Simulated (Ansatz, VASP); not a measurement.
## One calculation of BP, two programs

```
B P
1.0
     0.00000    2.34238    2.34238
     2.34238    0.00000    2.34238
     2.34238    2.34238    0.00000
B P
1 1
Cartesian
  0.0000 0.0000 0.0000
  3.5136 3.5136 3.5136
```

Change from the starting cell: strain +0.030 along x and y, +0.030 along z, atoms carried along.

Alike in both runs: task single point; functional PBE; k mesh 10 × 10 × 10; occupations gaussian, width 0.05 eV; no spin polarisation.

```csv
,VASP,Ansatz
version,VASP 6.6.1,Ansatz 0.2.0
potentials or method,"VASP PAW PBE potentials, release 64 (B, P)","scalar-relativistic, plane waves, PAW"
plane-wave cutoff (eV),520,420
valence electrons in the cell,8,8
```

|  | VASP | Ansatz | Ansatz less VASP |
| --- | --- | --- | --- |
| gap on the k mesh at the Fermi level (eV) | 1.36 | 1.37 | +0.003 |
| least direct gap on the mesh (eV) | 3.28 | 3.28 | +0.002 |
| pressure (GPa) | -12.3 | -12.1 | +0.17 |

A k mesh can miss the band edges.
